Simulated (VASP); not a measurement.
# Ag (P6_3/mmc) in VASP: a series of runs, part 2 of 2

VASP 6.6.1. The steps go on from the part before.

**4. Relaxation of cell and atoms, PBE (random cell with space group R3m (No. 160))**

Contents of INCAR:

```
SYSTEM = Ag
ALGO = Fast
EDIFF = 1E-7
EDIFFG = -0.04
ENCUT = 600
GGA = PE
IBRION = 2
ISIF = 3
ISMEAR = 0
LASPH = .TRUE.
LCHARG = .FALSE.
LREAL = .FALSE.
LWAVE = .FALSE.
NELM = 100
NSW = 90
PREC = Accurate
SIGMA = 0.1
```

Contents of KPOINTS:

```
k-points
0
G
  6 6 6
  0 0 0
```

Contents of POSCAR:

```
Ag
1.0
    3.1879808268      1.8405815885      2.8045684641
   -3.1879808268      1.8405815885      2.8045684641
    0.0000000000     -3.6811631771      2.8045684641
Ag
5
Direct
    0.1250000000      0.1250000000      0.1250000000
    0.2243033333      0.5753483333      0.5753483333
    0.5753483333      0.5753483333      0.2243033333
    0.5753483333      0.2243033333      0.5753483333
    0.7916666667      0.7916666667      0.7916666667
```

Potentials or basis: VASP PAW PBE potentials, release 64 (Ag).

Started as:

```
$ cat potpaw_PBE.64/Ag/POTCAR > POTCAR
$ mpirun -np 1 vasp_std > vasp.out
```

OUTCAR:

```text
SYSTEM = Ag
   EDIFF = 1E-7
   EDIFFG = -0.04
   ENCUT = 600
   GGA = PE
   IBRION = 2
   ISIF = 3
   ISMEAR = 0
   LASPH = .TRUE.
   LREAL = .FALSE.
   NELM = 100
   NSW = 90
   PREC = Accurate

 ion  position               nearest neighbor table
   1  0.125  0.125  0.125-   5 2.80   3 3.09   4 3.09   2 3.09   3 3.23   3 3.23   2 3.23   4 3.23
                             2 3.23   4 3.23
   2  0.224  0.575  0.575-   4 2.24   3 2.24   5 2.39   1 3.09   5 3.09   1 3.23   1 3.23   4 3.49
                             4 3.49   3 3.49   3 3.49
   3  0.575  0.575  0.224-   2 2.24   4 2.24   5 2.39   1 3.09   5 3.09   1 3.23   1 3.23   4 3.49
                             2 3.49   2 3.49   4 3.49
   4  0.575  0.224  0.575-   2 2.24   3 2.24   5 2.39   1 3.09   5 3.09   1 3.23   1 3.23   2 3.49
                             2 3.49   3 3.49   3 3.49
   5  0.792  0.792  0.792-   2 2.39   4 2.39   3 2.39   1 2.80   4 3.09   2 3.09   3 3.09

  LATTYP: Found a trigonal (rhomboedric) cell.
 ALAT       =     4.6278036481
 COS(alpha) =     0.0509009274

  Lattice vectors:

 A1 = (   3.1879808268,   1.8405815885,   2.8045684641)
 A2 = (  -3.1879808268,   1.8405815885,   2.8045684641)
 A3 = (   0.0000000000,  -3.6811631771,   2.8045684641)

Analysis of symmetry for initial positions (statically):
=====================================================================
 Subroutine PRICEL returns:
 Original cell was already a primitive cell.

 Routine SETGRP: Setting up the symmetry group for a
 trigonal (rhombohedral) supercell.

 Subroutine GETGRP returns: Found  6 space group operations
 (whereof  6 operations were pure point group operations)
 out of a pool of 12 trial point group operations.

The static configuration has the point symmetry C_3v.

Analysis of symmetry for dynamics (positions and initial velocities):
=====================================================================
 Subroutine PRICEL returns:
 Original cell was already a primitive cell.

 Routine SETGRP: Setting up the symmetry group for a
 trigonal (rhombohedral) supercell.

 Subroutine GETGRP returns: Found  6 space group operations
 (whereof  6 operations were pure point group operations)
 out of a pool of 12 trial point group operations.

The dynamic configuration has the point symmetry C_3v.

 Subroutine INISYM returns: Found  6 space group operations
 (whereof  6 operations are pure point group operations),
 and found     1 'primitive' translations

----------------------------------------------------------------------------------------

                                     Primitive cell

  volume of cell :      98.7389

  direct lattice vectors                    reciprocal lattice vectors
     3.187980827  1.840581589  2.804568464     0.156839086  0.090551089  0.118853698
    -3.187980827  1.840581589  2.804568464    -0.156839086  0.090551089  0.118853698
     0.000000000 -3.681163177  2.804568464     0.000000000 -0.181102177  0.118853698

  length of vectors
     4.627803648  4.627803648  4.627803648     0.216619944  0.216619944  0.216619944

  position of ions in fractional coordinates (direct lattice)
     0.125000000  0.125000000  0.125000000
     0.224303333  0.575348333  0.575348333
     0.575348333  0.575348333  0.224303333
     0.575348333  0.224303333  0.575348333
     0.791666667  0.791666667  0.791666667

[... 30 lines left out ...]
 ===========================================

 Found     32 irreducible k-points:

 Following reciprocal coordinates:
            Coordinates               Weight
  0.000000  0.000000  0.000000      1.000000
  0.166667 -0.000000  0.000000      6.000000
  0.333333 -0.000000  0.000000      6.000000
  0.500000 -0.000000  0.000000      3.000000
  0.166667  0.166667  0.000000      6.000000
  0.333333  0.166667  0.000000     12.000000
[... 16 lines left out ...]
  0.500000  0.500000  0.166667      6.000000
 -0.333333  0.500000  0.166667     12.000000
 [... further k-points ...]
   k-points           NKPTS =     32   k-points in BZ     NKDIM =     32   number of bands    NBANDS=     33
   number of dos      NEDOS =    301   number of ions     NIONS =      5
   total plane-waves  NPLWV =  64000
   dimension x,y,z NGX =    40 NGY =   40 NGZ =   40
   dimension x,y,z NGXF=    80 NGYF=   80 NGZF=   80
   ions per type =               5
   NGX,Y,Z   is equivalent  to a cutoff of  14.37, 14.37, 14.37 a.u.
   NGXF,Y,Z  is equivalent  to a cutoff of  28.74, 28.74, 28.74 a.u.
 SYSTEM =  Ag
   PREC   = accura    normal or accurate (medium, high low for compatibility)
   ISTART =      0    job   : 0-new  1-cont  2-samecut
   ICHARG =      2    charge: 1-file 2-atom 10-const
   ISPIN  =      1    spin polarized calculation?
   LNONCOLLINEAR =      F non collinear calculations
   LSORBIT =      F    spin-orbit coupling
   LASPH  =      T    aspherical Exc in radial PAW
   ENCUT  =  600.0 eV  44.10 Ry    6.64 a.u.   9.24  9.24  9.24*2*pi/ulx,y,z
   NELM   =    100;   NELMIN=  2; NELMDL= -5     # of ELM steps
   EDIFF  = 0.1E-06   stopping-criterion for ELM
   LREAL  =      F    real-space projection
   EDIFFG = -.4E-01   stopping-criterion for IOM
   NSW    =     90    number of steps for IOM
   IBRION =      2    ionic relax: 0-MD 1-quasi-New 2-CG
   NFREE  =      1    steps in history (QN), initial steepest desc. (CG)
   ISIF   =      3    stress and relaxation
   ISYM   =      2    0-nonsym 1-usesym 2-fastsym
   POTIM  = 0.5000    time-step for ionic-motion
   TEBEG  =    0.0;   TEEND  =   0.0 temperature during run
   PSTRESS=    0.0 pullay stress
   NELECT =      55.0000    total number of electrons
   NUPDOWN=      -1.0000    fix difference up-down
   EMIN   =  10.00;   EMAX   =-10.00  energy-range for DOS
   EFERMI =   0.00;   METHOD = LEGACY
   ISMEAR =     0;   SIGMA  =   0.10  broadening in eV -4-tet -1-fermi 0-gaus
   EFERMI_NEDOS =   21; number of points for ismear=-14 and -15
   IALGO  =     68    algorithm
   IMIX   =      4    mixing-type and parameters
     AMIX     =   0.40;   BMIX     =  1.00
     AMIX_MAG =   1.60;   BMIX_MAG =  1.00
  volume/ion in A,a.u.               =      19.75       133.26
  Fermi-wavevector in a.u.,A,eV,Ry     =   1.346996  2.545454 24.686394  1.814399
  Thomas-Fermi vector in A             =   2.474783
   LORBIT       =      0    0 simple, 1 ext, 2 COOP (PROOUT), +10 PAW based schemes
   GGA     = PE    functional components
   LHFCALC =     F    Hartree Fock is set to
   AEXX    =    0.0000 exact exchange contribution
   IVDW    =     0    specifies the selected vdW correction
   LEPSILON=     F    determine dielectric tensor
   LRPA    =     F    only Hartree local field effects (RPA)
 conjugate gradient relaxation of ions
 non-spin polarized calculation
 RMM-DIIS sequential band-by-band and
 Gauss-broadening in eV      SIGMA  =   0.10
  energy-cutoff  :      600.00
  volume of cell :       98.74
 maximum number of plane-waves:      3318
 NGX is ok and might be reduce to    40
   NGX = 19   NGY = 19   NGZ = 19

--------------------------------------- Ionic step        1  -------------------------------------------

 number of electron      55.0000003 magnetization

 Free energy of the ion-electron system (eV)
  ---------------------------------------------------
  ext. energy  EPLUGINS =         0.00000000
  ---------------------------------------------------
  free energy    TOTEN  =        -7.64337421 eV

  energy without entropy =       -7.63963963  energy(sigma->0) =       -7.64150692

------------------------ aborting loop because EDIFF is reached ----------------------------------------

  FORCE on cell =-STRESS in cart. coord.  units (eV):
  Direction    XX          YY          ZZ          XY          YZ          ZX
  --------------------------------------------------------------------------------------
  -------------------------------------------------------------------------------------
  Total       26.5314273     26.5314273     -4.1455626     -0.0000000      0.0000000      0.0000000
  in kB      430.5098827    430.5098827    -67.2676089     -0.0000000      0.0000000      0.0000000
  external PRESSURE =     264.5840522 kB  Pullay stress =       0.0000000 kB
[... 1845 lines left out ...]
     32       8.4663      0.00000
     33       9.0354      0.00000

 [... further k-points ...]

[... ionic steps 4 to 11 ...]

--------------------------------------- Ionic step       12  -------------------------------------------

 number of electron      54.9999996 magnetization

------------------------ aborting loop because EDIFF is reached ----------------------------------------
[... 73 lines left out ...]
--------------------------------------- Ionic step       14  -------------------------------------------

 number of electron      54.9999996 magnetization

 Free energy of the ion-electron system (eV)
  ---------------------------------------------------
  ext. energy  EPLUGINS =         0.00000000
  ---------------------------------------------------
  free energy    TOTEN  =       -11.59650583 eV

  energy without entropy =      -11.58900424  energy(sigma->0) =      -11.59275504

 E-fermi :   5.2221     XC(G=0): -10.4713

 val. band max:        5.2014979531   @ k =  -0.3333   0.3333   0.3333
 cond. band min:       5.3576314795   @ k =  -0.3333   0.5000   0.3333
 fundamental gap:      0.1561335264
 Fermi energy:         5.2221491374
[... 896 lines left out ...]
  FREE ENERGIE OF THE ION-ELECTRON SYSTEM (eV)
  ---------------------------------------------------
  free  energy   TOTEN  =       -11.5965058273 eV

  energy  without entropy=      -11.5890042427  energy(sigma->0) =      -11.59275504

 reached required accuracy - stopping structural energy minimisation
```

OSZICAR:

```text
N       E                     dE             d eps       ncg     rms          rms(c)
DAV:   1     0.400408049277E+03    0.40041E+03   -0.30815E+04  2112   0.181E+03
DAV:   2     0.162535114910E+01   -0.39878E+03   -0.38557E+03  2192   0.382E+02
DAV:   3    -0.848244592010E+01   -0.10108E+02   -0.10012E+02  2355   0.650E+01
[... 188 lines left out ...]
RMM:   6    -0.115965060054E+02   -0.27669E-05   -0.12877E-05  2112   0.195E-02    0.557E-03
RMM:   7    -0.115965057698E+02    0.23566E-06   -0.29621E-06  2120   0.959E-03    0.289E-03
RMM:   8    -0.115965059438E+02   -0.17405E-06   -0.98719E-07  2057   0.601E-03    0.109E-03
RMM:   9    -0.115965057976E+02    0.14626E-06   -0.31321E-07  1385   0.321E-03    0.839E-04
RMM:  10    -0.115965058273E+02   -0.29711E-07   -0.91127E-08  1131   0.180E-03
  14 F= -.11596506E+02 E0= -.11592755E+02  d E =-.368648E-03
```

CONTCAR:

```text
Ag
   1.00000000000000
     3.6750921864552977    2.1218154631265778    2.4048081050993870
    -3.6750921864552977    2.1218154631265778    2.4048081050993870
    -0.0000000000000000   -4.2436309263529051    2.4048081050879473
  Ag
     5
Direct
     0.1400559561230088    0.1400559561230088    0.1400559561230101
     0.2052741888700499    0.5865607211216899    0.5865607211217304
     0.5865607211217504    0.5865607211217504    0.2052741888700289
     0.5865607211216899    0.2052741888700500    0.5865607211217304
     0.7732150793635021    0.7732150793635021    0.7732150793635013

  0.00000000E+00  0.00000000E+00  0.00000000E+00
  0.00000000E+00  0.00000000E+00  0.00000000E+00
  0.00000000E+00  0.00000000E+00  0.00000000E+00
  0.00000000E+00  0.00000000E+00  0.00000000E+00
  0.00000000E+00  0.00000000E+00  0.00000000E+00
```

It took 15 min on 1 thread of Intel Xeon Platinum 8488C (Sapphire Rapids), shared host; peak memory 0.3 GiB.

Results:

```
Free energy                            : -11.5965 eV
Relaxed volume                         : 22.50 Å³/atom
Relaxed cell                           : a = 4.878 Å, b = 4.878 Å, c = 4.878 Å, α = 97.78°, β = 97.78°, γ = 97.78°
Space group after relaxing (to 0.05 Å) : R3m (No. 160)
Energy gained by relaxing              : 790.6 meV/atom
Ionic steps                            : 14
Pressure after relaxing                : 0.1 GPa
Largest force after relaxing           : 0.023 eV/Å
Band gap on the k mesh                 : none (metal or under the smearing width)
```

Forces in eV/Å, atoms in the order of the input:
```
Ag   0.000  0.000  0.006
Ag  -0.002 -0.001  0.006
Ag   0.000  0.003  0.006
Ag   0.002 -0.001  0.006
Ag   0.000  0.000 -0.023
```

Step by step:
```csv
step,energy change (eV),largest force (eV/Å),pressure (GPa),volume (Å³)
1,0.0000,7.4318,26.46,98.74
2,-1.8661,1.4548,-4.40,149.53
3,-2.1150,1.6335,-4.24,143.70
4,-2.3294,1.7886,-3.95,138.69
5,-2.9374,1.9895,0.06,118.06
6,-3.6424,0.8361,-3.12,120.85
7,-3.7347,1.0373,-3.43,121.86
8,-3.9119,0.5638,-0.21,113.70
9,-3.9144,0.4761,0.34,112.70
10,-3.9442,0.2147,0.15,112.62
11,-3.9496,0.1189,0.10,112.57
12,-3.9525,0.0337,-0.09,112.81
13,-3.9528,0.0405,-0.16,112.91
14,-3.9531,0.0233,0.05,112.51
```

Final structure:
```yaml
crystal:
  lattice:
    - [3.67509, 2.12182, 2.40481]
    - [-3.67509, 2.12182, 2.40481]
    - [0.00000, -4.24363, 2.40481]
  atoms:
    - { symbol: Ag, position: [0.14006, 0.14006, 0.14006] }
    - { symbol: Ag, position: [0.20527, 0.58656, 0.58656] }
    - { symbol: Ag, position: [0.58656, 0.58656, 0.20527] }
    - { symbol: Ag, position: [0.58656, 0.20527, 0.58656] }
    - { symbol: Ag, position: [0.77322, 0.77322, 0.77322] }
```

**5. Single point, PBE (random cell with space group R3m (No. 160))**

Contents of INCAR:

```
SYSTEM = Ag
ALGO     = Fast           ! electronic algorithm
EDIFF    = 1E-6           ! SCF threshold, eV
ENCUT    = 520            ! plane-wave cutoff, eV
GGA      = PE             ! functional
ISIF     = 2              ! what is computed and relaxed
ISMEAR   = 0              ! smearing method
LASPH    = .TRUE.         ! aspherical terms in the spheres
LCHARG   = .TRUE.         ! write CHGCAR
LELF     = .TRUE.         ! ELF
LREAL    = .FALSE.        ! projectors in reciprocal space
LVHAR    = .TRUE.       
LWAVE    = .FALSE.        ! write WAVECAR
NBANDS   = 36             ! bands
NELM     = 100            ! most SCF steps
PREC     = Accurate       ! precision mode
SIGMA    = 0.1            ! smearing width, eV
```

Contents of KPOINTS:

```
k-points
0
G
  9 9 9
  0 0 0
```

Contents of POSCAR:

```
Ag
1.0
    3.6892253861      2.1299752697      2.3913246178
   -3.6892253861      2.1299752697      2.3913246178
    0.0000000000     -4.2599505395      2.3913246178
Ag
5
Direct
    0.1406190493      0.1406190493      0.1406190493
    0.2046234540      0.5872009527      0.5872009527
    0.5872009527      0.5872009527      0.2046234540
    0.5872009527      0.2046234540      0.5872009527
    0.7720222577      0.7720222577      0.7720222577
```

Started as:

```
$ cat potpaw_PBE.64/Ag/POTCAR > POTCAR
$ mpirun -np 1 vasp_std > vasp.out
```

It took 2.7 min on 1 thread of Intel Xeon Platinum 8488C (Sapphire Rapids), shared host; peak memory 0.36 GiB.

It converged, with:

```yaml
Free_energy: -11.5980 eV
Pressure: -0.1 GPa
Band_gap_on_the_k_mesh: none (metal or under the smearing width)
```

Forces on the atoms (eV/Å):
```
Ag   0.000  0.000  0.000
Ag   0.000  0.000  0.001
Ag   0.000  0.000  0.001
Ag   0.000  0.000  0.001
Ag   0.000  0.000 -0.003
```

Levels at points of the mesh, in eV from the Fermi level:
```tsv
k point	band 24	band 25	band 26	band 27	band 28	band 29	band 30	band 31	band 32	band 33
(0.00, 0.00, 0.00)	-2.97	-2.93	-2.93	0.34	2.06	2.06	2.64	3.52	3.52	5.84
```

**6. The runs side by side**

```csv
task,cell,k mesh,cutoff (eV),gap on the mesh (eV),pressure (GPa),largest force (eV/Å)
single point,as given,9 × 9 × 4,520,none,2.6,-
single point,random cell with space group R3m (No. 160),6 × 6 × 6,520,none,0.2,0.01
relaxation of cell and atoms,relaxed from: random cell with space group R3m (No. 160),6 × 6 × 6,600,none,0.1,0.02
single point,random cell with space group R3m (No. 160),9 × 9 × 9,520,none,-0.1,-
```

Alike in all rows: level PBE; potentials or basis VASP PAW PBE potentials, release 64 (Ag); no spin polarisation; smearing gaussian 0.1 eV.

Absolute energies hang on the potentials; compare differences alone.
